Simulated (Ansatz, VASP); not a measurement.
# In: VASP beside Ansatz

```
In
1.0
    -1.90637    1.90637    1.90637
     1.90637   -1.90637    1.90637
     1.90637    1.90637   -1.90637
In
1
Cartesian
  0.0000 0.0000 0.0000
```

Alike in both runs: functional PBE; k mesh 10 × 10 × 10; occupations gaussian, width 0.1 eV; no spin polarisation.

Ansatz relaxed the structure, and its values are those at the end. VASP's run is a single point on that final structure, the one shown.

|  | VASP | Ansatz |
| --- | --- | --- |
| version | VASP 6.6.1 | Ansatz 0.2.0 |
| potentials or method | VASP PAW PBE potentials, release 64 (In_d) | scalar-relativistic, plane waves, PAW |
| plane-wave cutoff (eV) | 520 | 420 |
| valence electrons in the cell | 13 | 13 |

|  | VASP | Ansatz | Ansatz less VASP |
| --- | --- | --- | --- |
| gap on the k mesh at the Fermi level (eV) | none | none | - |
| pressure (GPa) | 0.1 | 0.1 | +0.01 |

A gap of «none» marks a metal or a gap that the smearing closes.
